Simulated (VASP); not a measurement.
Crystal: GaN.

```xyz
4
Lattice="3.1800 0.0000 0.0000 -1.5900 2.7540 0.0000 0.0000 0.0000 5.1660" Properties=species:S:1:pos:R:3 pbc="T T T"
Ga    0.0000    1.8360    0.0000
Ga    1.5900    0.9180    2.5830
N     0.0000    1.8360    1.9373
N     1.5900    0.9180    4.5203
```

```yaml
Program: VASP 6.6.1
Task: relaxation of cell and atoms
Functional: PBE
Potentials_or_basis: VASP PAW PBE potentials, release 64 (Ga_d, N)
Cutoff: 600 eV
k_mesh: 12 × 12 × 5
Occupations: gaussian, width 0.03 eV
Spin: no spin polarisation
```

At the start: pressure 7.2 GPa; volume 11.31 Å³/atom.

Problem. How do energy, volume and symmetry change on relaxing?

Solution. Over 5 steps the energy falls by 10.1 meV/atom and the volume is 11.75 Å³/atom (+3.9 %); space group P6_3mc (No. 186, to 0.05 Å).

Step by step:
| step | energy change (eV) | largest force (eV/Å) | pressure (GPa) | volume (Å³) |
| --- | --- | --- | --- | --- |
| 1 | 0.0000 | 0.1346 | 7.17 | 45.24 |
| 2 | -0.0118 | 0.0620 | -5.27 | 48.64 |
| 3 | -0.0402 | 0.0105 | -0.03 | 47.03 |
| 4 | -0.0402 | 0.0127 | 0.13 | 47.00 |
| 5 | -0.0403 | 0.0073 | 0.09 | 47.00 |

Final structure:
```
Ga N
1.0
     3.21715    0.00000    0.00000
    -1.60857    2.78613    0.00000
     0.00000    0.00000    5.24347
Ga N
2 2
Cartesian
  0.0000 1.8574 5.2395
  1.6086 0.9287 2.6178
  0.0000 1.8574 1.9703
  1.6086 0.9287 4.5920
```
